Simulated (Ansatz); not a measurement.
# Ta: stress in a strained cell

Ta is deformed so: equal xy, yz and zx engineering shear strains of -2 %. What stress and forces result, by LAPW, PAW and all-electron datasets made for the crystal?

Method: DFT PBEsol, scalar-relativistic, in Ansatz 0.2.0.

## 1. The structure to begin with

It takes space group Im-3m (No. 229, cubic). Conventional cell: a = 3.303 Å, b = 3.303 Å, c = 3.303 Å, α = 90.00°, β = 90.00°, γ = 90.00°. Around Ta (site symmetry m-3m) lie 8 Ta at 2.86 Å.

Coordinates:

```
Ta
1.0
    -1.65128    1.65128    1.65128
     1.65128   -1.65128    1.65128
     1.65128    1.65128   -1.65128
Ta
1
Direct
  0.00000 0.00000 0.00000
```

## 2. The deformed structure

Space group Im-3m before, R-3m after.

## 3. All-electron LAPW

Contents of input.yaml:

```yaml
crystal:
  lattice:
    - [-1.6843056, 1.65128, 1.65128]
    - [1.65128, -1.6843056, 1.65128]
    - [1.65128, 1.65128, -1.6843056]
  atoms:
    - { symbol: Ta, position: [0.0, 0.0, 0.0] }
kpoints:
  mp_grid: { grid: [15, 15, 15] }
  band_path:
    path:
      - [0.0, 0.0, 0.0]
      - [0.0, 0.0, 0.5]
      - [-0.5, 0.5, 0.5]
      - [-0.7548769728, 0.2451230272, 0.2451230272]
      - [0.2451230272, 0.2451230272, 0.2451230272]
      - [0.0, 0.0, 0.0]
      - [-0.5, 0.0, 0.5]
    npoints: 5
scf:
  occupations: { method: fermi_dirac, width: 0.05 }
hamiltonian:
  xc: pbesol
  pseudopotentials: { kind: all_electron, lapw: { basis_error: 0.00025 } }
output:
  forces: true
  stress: true
  eigenvalues: true
```

Run with:

```sh
ansatz run input.yaml --threads 1 --pin off --max-ram 3072MiB --backend cpu --events-out ev --progress --plain --runs-dir out
```

## 4. PAW with frozen cores

Contents of input.yaml:

```yaml
crystal:
  lattice:
    - [-1.6843056, 1.65128, 1.65128]
    - [1.65128, -1.6843056, 1.65128]
    - [1.65128, 1.65128, -1.6843056]
  atoms:
    - { symbol: Ta, position: [0.0, 0.0, 0.0] }
kpoints:
  mp_grid: { grid: [15, 15, 15] }
scf:
  occupations: { method: fermi_dirac, width: 0.05 }
hamiltonian:
  xc: pbesol
  pseudopotentials: { kind: paw }
output:
  forces: true
  stress: true
  eigenvalues: true
  efg: { contact_densities: true }
  write_density: true
  write_potential: true
  elf: true
  volumetric_format: npy
```

## 5. All-electron PAW on datasets made for the crystal

input.yaml: that of step 4 with these lines changed.

```diff
@@ -13,3 +13,3 @@
   xc: pbesol
-  pseudopotentials: { kind: paw }
+  pseudopotentials: { kind: all_electron, datasets: crystal }
 output:
@@ -19,5 +19 @@
   efg: { contact_densities: true }
-  write_density: true
-  write_potential: true
-  elf: true
-  volumetric_format: npy
```

(Steps that only read results are left out.)

**Question.** What will these runs give? Wanted: pressure; largest shear or deviatoric stress.

**Answer**, as computed:

| quantity | value |
| --- | --- |
| pressure | LAPW -3.89, PAW -3.81, crystal datasets -3.88 GPa |
| largest shear or deviatoric stress (LAPW) | 1.34 GPa |

The largest part of the stress beyond the pressure is 1.34 GPa in size. No run of the undeformed cell stands beside it, so the pressure holds what the given cell had before the change. PAW: stress within 0.08 GPa of LAPW. Crystal datasets: stress within 0.01 GPa of LAPW. Spin-orbit coupling is left out, though the cell holds Ta; in elements this heavy it can shift bands and gaps by tenths of an eV.
